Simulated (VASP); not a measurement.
Wanted: the native input for a VASP 6.6.1 run.

```
Task                   : single point
Functional             : PBEsol
Potentials or basis    : VASP PAW PBE potentials, release 64 (Mg, Si)
Cutoff                 : 900 eV
k mesh                 : 10 × 10 × 10
Occupations            : gaussian, width 0.1 eV
Spin                   : no spin polarisation
Further INCAR settings : ALGO = Normal; EDIFF = 1e-06; NBANDS = 11
```

The structure of Mg2Si lies in POSCAR:

```
Mg2Si
1.0
    0.0000000000      3.1617700000      3.1617700000
    3.1617700000      0.0000000000      3.1617700000
    3.1617700000      3.1617700000      0.0000000000
Mg Si
2 1
Direct
    0.2500000000      0.2500000000      0.2500000000
    0.7500000000      0.7500000000      0.7500000000
    1.0000000000      0.0000000000      0.0000000000
```

The cell is a database's computed one.

One way to write it, as run:

INCAR

```
PREC = Accurate ; ENCUT = 900
EDIFF = 1E-6 ; ISMEAR = 0
SIGMA = 0.1 ; LREAL = F
LASPH = T ; NELM = 80
ALGO = Normal ; ISIF = 2
LWAVE = F ; LCHARG = T
GGA = PS ; LELF = T
LVHAR = T ; NBANDS = 11
```

KPOINTS

```
Automatic mesh
0
Gamma
  10 10 10
```

Potentials or basis: VASP PAW PBE potentials, release 64 (Mg, Si).

Launch:

```bash
$ cat potpaw_PBE.64/Mg/POTCAR potpaw_PBE.64/Si/POTCAR > POTCAR
$ mpirun -np 1 vasp_std > vasp.out
```

Results of the run:

The pressure is 0.0 GPa and the band gap on the k mesh is 0.11 eV, indirect (least direct gap 1.89 eV).

Caveat: the PAW data sets were made with another functional, which shifts forces and pressure a little.

Wall time 87 s on 1 thread of Intel(R) Xeon(R) Platinum 8259CL CPU @ 2.50GHz (Skylake/Cascade Lake), on a shared host, peak memory 0.36 GiB.
